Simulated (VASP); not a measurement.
Set up this calculation in VASP 6.6.1, as the native input.

- Task: density of states
- Functional: PBE
- Potentials or basis: VASP PAW PBE potentials, release 64 (Ni, O)
- Cutoff: 520 eV
- k mesh: 11 × 11 × 11
- Occupations: gaussian, width 0.02 eV
- Spin: collinear spin, ferromagnetic start
- Starting moments: [1.0, 0.0] μB
- k mesh for the DOS: 17 × 17 × 17
- Occupations for the DOS: tetrahedron
- Further INCAR settings: ALGO = Fast; EDIFF = 1e-06; NBANDS = 19

Crystal: NiO.

```
CELL_PARAMETERS angstrom
0.00000 2.08590 2.08590
2.08590 0.00000 2.08590
2.08590 2.08590 0.00000
ATOMIC_POSITIONS crystal
Ni 0.00000 0.00000 0.00000
O 0.50000 0.50000 0.50000
```

One way to write it, as run:

POSCAR

```
NiO
1.0
    0.0000000000      2.0859016414      2.0859016414
    2.0859016414      0.0000000000      2.0859016414
    2.0859016414      2.0859016414      0.0000000000
Ni O
1 1
Direct
    0.0000000000      0.0000000000      0.0000000000
    0.5000000000      0.5000000000      0.5000000000
```

INCAR.step1

```
PREC     = Accurate       # precision mode
ENCUT    = 520            # plane-wave cutoff, eV
EDIFF    = 1E-6           # SCF threshold, eV
ISMEAR   = 0              # smearing method
SIGMA    = 0.02           # smearing width, eV
LREAL    = F              # projectors in reciprocal space
LASPH    = T              # aspherical terms in the spheres
NELM     = 100            # most SCF steps
ALGO     = Fast           # electronic algorithm
ISIF     = 2              # what is computed and relaxed
LWAVE    = F              # write WAVECAR
LCHARG   = T              # write CHGCAR
ISPIN    = 2              # spin polarisation
MAGMOM   = 1 0            # initial moments
LMAXMIX  = 4              # l up to which the mixer works
GGA      = PE             # functional
NBANDS   = 19             # bands
```

KPOINTS.step1

```
Automatic mesh
0
Gamma
  11 11 11
```

INCAR.step2

```
PREC     = Accurate       # precision mode
ENCUT    = 520            # plane-wave cutoff, eV
EDIFF    = 1E-6           # SCF threshold, eV
ISMEAR   = -5             # smearing method
SIGMA    = 0.02           # smearing width, eV
LREAL    = F              # projectors in reciprocal space
LASPH    = T              # aspherical terms in the spheres
NELM     = 100            # most SCF steps
ALGO     = Fast           # electronic algorithm
ISIF     = 2              # what is computed and relaxed
LWAVE    = F              # write WAVECAR
LCHARG   = F              # write CHGCAR
ISPIN    = 2              # spin polarisation
MAGMOM   = 1 0            # initial moments
LORBIT   = 10             # projections on sites
LMAXMIX  = 4              # l up to which the mixer works
GGA      = PE             # functional
NBANDS   = 19             # bands
NEDOS    = 2001           # points of the DOS
ICHARG   = 11             # starting density
```

KPOINTS.step2

```
Automatic mesh
0
Gamma
  17 17 17
```

Potentials or basis: VASP PAW PBE potentials, release 64 (Ni, O).

Run with:

```sh
$ cat potpaw_PBE.64/Ni/POTCAR potpaw_PBE.64/O/POTCAR > POTCAR
$ cp INCAR.step1 INCAR
$ cp KPOINTS.step1 KPOINTS
$ mpirun -np 1 vasp_std > vasp.out
$ cp INCAR.step2 INCAR
$ cp KPOINTS.step2 KPOINTS
$ mpirun -np 1 vasp_std > vasp.out
```

It gave:

```
Net moment                                            : 1.77 μB per cell
Site moments                                          : Ni +1.44; O +0.27 μB
Valence electrons inside the program's atomic spheres : Ni 8.99; O 4.98
```

Caveat: a cell with one magnetic atom can't hold antiferromagnetic order, which such compounds often take; semilocal functionals often make such compounds metallic where correlation or magnetic order opens a gap, which also shifts bond lengths.

Wall time 100 s on 1 thread of Intel(R) Xeon(R) Platinum 8259CL CPU @ 2.50GHz (Skylake/Cascade Lake), on a shared host, peak memory 0.22 GiB.
